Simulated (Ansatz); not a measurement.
# A vibration from a frozen displacement in Si

Computed with DFT r2SCAN, scalar-relativistic, plane waves, PAW in Ansatz. The runs took a 500 eV cutoff, a Γ-centred 6×6×6 mesh and Gaussian smearing (0.05 eV). No spin polarisation. Energies are free energies at this smearing, counted from the undisturbed cell; pressure is positive in compression.

The starting cell (as given, not relaxed at this level; it stands at 0.7 GPa):

```
CELL_PARAMETERS angstrom
5.43094 0.00000 0.00000
0.00000 -5.43094 0.00000
0.00000 0.00000 -5.43094
ATOMIC_POSITIONS crystal
Si 0.50000 0.00000 0.00000
Si 0.00000 0.50000 0.00000
Si 0.00000 0.00000 0.50000
Si 0.50000 0.50000 0.50000
Si 0.75000 0.75000 0.75000
Si 0.25000 0.25000 0.75000
Si 0.25000 0.75000 0.25000
Si 0.75000 0.25000 0.25000
```

Atom 1 (Si) is moved by x along the Cartesian unit vector (0.000, 0.000, 1.000); the cell and all other atoms stay fixed. The cell's volume is 160.19 Å³; the moved atoms weigh 28.085 u together and the others 196.595 u. Some rows repeat others by symmetry and weren't run.

| x (Å) | ΔE (meV/cell) | total force on the moved atoms along the move (eV/Å) | pressure (GPa) |
| --- | --- | --- | --- |
| -0.4500 | 1351.74 | 5.5948 | 2.6754 |
| -0.4050 | 1109.25 | 5.1747 | 2.3283 |
| -0.3600 | 886.68 | 4.7105 | 2.0081 |
| -0.3150 | 685.86 | 4.2091 | 1.7194 |
| -0.2700 | 508.36 | 3.6747 | 1.4642 |
| -0.2250 | 355.61 | 3.1092 | 1.2433 |
| -0.1800 | 228.92 | 2.5175 | 1.0587 |
| -0.1350 | 129.35 | 1.9053 | 0.9128 |
| -0.0900 | 57.67 | 1.2783 | 0.8074 |
| 0.0000 | 0.00 | 0.0000 | 0.7225 |
| 0.0900 | 57.67 | -1.2783 | 0.8074 |
| 0.1350 | 129.35 | -1.9053 | 0.9128 |
| 0.1800 | 228.92 | -2.5175 | 1.0587 |
| 0.2250 | 355.61 | -3.1092 | 1.2433 |
| 0.2700 | 508.36 | -3.6747 | 1.4642 |
| 0.3150 | 685.86 | -4.2091 | 1.7194 |
| 0.3600 | 886.68 | -4.7105 | 2.0081 |
| 0.4050 | 1109.25 | -5.1747 | 2.3283 |
| 0.4500 | 1351.74 | -5.5948 | 2.6754 |

Question: What frequency belongs to this motion?

Answer: The force constant is k = −dF/dx = 14.203 eV/Å², from the parabola through x = -0.0900, 0 and 0.0900. In every cell the moved atoms swing against the rest, so the mass is μ = m₁m₂/(m₁ + m₂) = 24.574 u, and ν̃ = 521.5 cm⁻¹ × √(|k|/μ) = 396 cm⁻¹. The pattern needn't be a normal mode: ν̃² is then a weighted mean of the squared nonzero frequencies at the zone centre of this cell, taken without macroscopic field, so it lies between the lowest and the highest of them.

Question: How far does the harmonic law reach?

Answer: At x = -0.450 Å, kx²/2 = 1438.09 meV against the computed 1351.74 meV (-6.0 %): the well is still close to harmonic there.

Question: The pressure changes with x². What does that say about the frequency under compression?

Answer: With E = k(V)x²/2, k ∝ V^(−2γ) and x scaling with the cell as V^(1/3), P − P0 = −∂E/∂V = (2γ − 2/3) ΔE/V. At x = 0.1350 Å, V(P − P0) = 160.19 × 0.19025 / 160.2 eV = 190.22 meV and ΔE = 129.35 meV, so γ = 1/3 + V(P − P0)/(2ΔE) = 1.07. This is the Grüneisen parameter of the motion under uniform scaling of the cell: shrinking the cell evenly by 1 % in volume raises the frequency by about 1.07 %.